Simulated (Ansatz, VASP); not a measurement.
**TiN in VASP and in Ansatz**

```
CELL_PARAMETERS angstrom
0.00000 2.10197 2.10197
2.10197 0.00000 2.10197
2.10197 2.10197 0.00000
ATOMIC_POSITIONS crystal
Ti 0.00000 0.00000 0.00000
N 0.50000 0.50000 0.50000
```

Alike in both runs: functional PBEsol; k mesh 18 × 18 × 18; occupations gaussian, width 0.1 eV; no spin polarisation.

Ansatz relaxed the structure, and its values are those at the end. VASP's run is a single point on that final structure, the one shown.

```csv
,VASP,Ansatz
version,VASP 6.6.1,Ansatz 0.2.0
potentials or method,"VASP PAW PBE potentials, release 64 (Ti_sv, N)","scalar-relativistic, plane waves, PAW"
plane-wave cutoff (eV),520,420
valence electrons in the cell,17,17
```

Ansatz gave:

* gap on the k mesh at the Fermi level (eV): none
* pressure (GPa): 0.0

**Question.** What did VASP give for the same quantities?

**Answer.** gap on the k mesh at the Fermi level (eV): none; pressure (GPa): 0.5.

A gap of «none» marks a metal or a gap that the smearing closes.

Caveats: the PAW data sets were made with another functional, which shifts forces and pressure a little (VASP).
